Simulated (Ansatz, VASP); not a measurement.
**One calculation of Eu, two programs**

Contents of INCAR:

```
ALGO = Normal
EDIFF = 1E-7
ENCUT = 520
GGA = PS
ISIF = 2
ISMEAR = -1
ISPIN = 2
LASPH = True
LCHARG = False
LMAXMIX = 6
LORBIT = 11
LREAL = False
LWAVE = False
MAGMOM = 7
NBANDS = 18
NELM = 150
PREC = Accurate
SIGMA = 0.05
```

Contents of KPOINTS:

```
k-points
0
Gamma
  8 8 8
```

File POSCAR:

```
Eu
1.0
   -2.2875431584      2.2875431584      2.2875431584
    2.2875431584     -2.2875431584      2.2875431584
    2.2875431584      2.2875431584     -2.2875431584
Eu
1
Direct
    0.0000000000      0.0000000000      0.0000000000
```

File input.yaml:

```yaml
crystal:
  lattice:
    - [-2.2875431584, 2.2875431584, 2.2875431584]
    - [2.2875431584, -2.2875431584, 2.2875431584]
    - [2.2875431584, 2.2875431584, -2.2875431584]
  atoms:
    - { symbol: Eu, position: [0.0, 0.0, 0.0], spin: 7.0 }
hamiltonian:
  xc: pbesol
  pseudopotentials: { kind: paw }
magnetization:
  spin_polarized: true
kpoints:
  mp_grid: { grid: [8, 8, 8] }
scf:
  occupations: { method: fermi_dirac, width: 0.05 }
output:
  forces: true
  stress: true
  eigenvalues: true
  write_density: true
  write_potential: true
  elf: true
  volumetric_format: npy
```

Alike in both runs: task single point; functional PBEsol; k mesh 8 × 8 × 8; occupations fermi-dirac, width 0.05 eV; collinear spin.

|  | VASP | Ansatz |
| --- | --- | --- |
| version | VASP 6.6.1 | Ansatz 0.2.0 |
| potentials or method | VASP PAW PBE potentials, release 64 (Eu) | Ansatz PAW |
| plane-wave cutoff (eV) | 520 | 420 |
| valence electrons in the cell | 17 | 17 |

|  | VASP | Ansatz | Ansatz less VASP |
| --- | --- | --- | --- |
| gap on the k mesh at the Fermi level (eV) | none | none | - |
| pressure (GPa) | -2.7 | -2.4 | +0.25 |
| net moment per atom (μB) | 7.36 | 7.35 | -0.003 |
| size of the moment on the site where the two differ most (μB) | 6.71 | 7.09 | +0.379 |

Site moments also hang on the region over which each program counts them. A gap of «none» marks a metal or a gap that the smearing closes.

Caveats: spin-orbit coupling is left out, which moves the levels of the heavy elements; the PAW data sets were made with another functional, which shifts forces and pressure a little (VASP); the PAW data sets come from PBE, with cores solved anew for the run's functional, which leaves a small shift of forces and pressure (Ansatz). The state reached can hang on the start; a lower one may exist.
